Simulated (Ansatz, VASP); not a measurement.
# One calculation of W, two programs

The input INCAR:

```
PREC = Accurate
ENCUT = 520
EDIFF = 1E-7
ISMEAR = -1
SIGMA = 0.05
LREAL = F
LASPH = T
NELM = 100
ALGO = Normal
ISIF = 2
LWAVE = F
LCHARG = F
LMAXMIX = 4
GGA = PS
```

The input KPOINTS:

```
regular mesh
0
Gamma
  12 12 12
```

File POSCAR:

```
W
1.0
   -1.5823450000      1.5823450000      1.5823450000
    1.5823450000     -1.5823450000      1.5823450000
    1.5823450000      1.5823450000     -1.5823450000
W
1
Direct
    0.0000000000      0.0000000000      0.0000000000
```

KPOINTS_OPT

```
path GHNGPH,PN
20
line-mode
reciprocal
 0.0000000000  0.0000000000  0.0000000000  G
 0.5000000000 -0.5000000000  0.5000000000  H

 0.5000000000 -0.5000000000  0.5000000000  H
 0.0000000000  0.0000000000  0.5000000000  N

 0.0000000000  0.0000000000  0.5000000000  N
 0.0000000000  0.0000000000  0.0000000000  G

 0.0000000000  0.0000000000  0.0000000000  G
 0.2500000000  0.2500000000  0.2500000000  P

 0.2500000000  0.2500000000  0.2500000000  P
 0.5000000000 -0.5000000000  0.5000000000  H

 0.2500000000  0.2500000000  0.2500000000  P
 0.0000000000  0.0000000000  0.5000000000  N
```

The input input.yaml:

```yaml
crystal:
  lattice:
    - [-1.582345, 1.582345, 1.582345]
    - [1.582345, -1.582345, 1.582345]
    - [1.582345, 1.582345, -1.582345]
  atoms:
    - { symbol: W, position: [0.0, 0.0, 0.0] }
hamiltonian:
  xc: pbesol
  pseudopotentials: { kind: paw }
kpoints:
  mp_grid: { grid: [12, 12, 12] }
  band_path:
    path:
      - [[0.0, 0.0, 0.0], [0.5, -0.5, 0.5], [0.0, 0.0, 0.5], [0.0, 0.0, 0.0], [0.25, 0.25, 0.25], [0.5, -0.5, 0.5]]
      - [[0.25, 0.25, 0.25], [0.0, 0.0, 0.5]]
    npoints: 14
scf:
  occupations: { method: fermi_dirac, width: 0.05 }
  n_extra_bands: 6
output:
  forces: true
  stress: true
  eigenvalues: true
  fatbands: false
```

Alike in both runs: task band structure; functional PBEsol; k mesh 12 × 12 × 12; occupations fermi-dirac, width 0.05 eV; no spin polarisation.

```csv
,VASP,Ansatz
version,VASP 6.6.1,Ansatz 0.2.0
potentials or method,"VASP PAW PBE potentials, release 64 (W_sv)",Ansatz PAW
plane-wave cutoff (eV),520,420
valence electrons in the cell,14,14
```

Ansatz gave:

```
gap on the k mesh at the Fermi level (eV) : none
pressure (GPa)                            : -3.0
```

Problem. Which values does VASP return?

Solution. gap on the k mesh at the Fermi level (eV): none; pressure (GPa): -2.4.

A gap of «none» marks a metal or a gap that the smearing closes.

Caveats: spin-orbit coupling is left out, which moves the levels of the heavy elements; the PAW data sets were made with another functional, which shifts forces and pressure a little (VASP); the PAW data sets come from PBE, with cores solved anew for the run's functional, which leaves a small shift of forces and pressure (Ansatz).
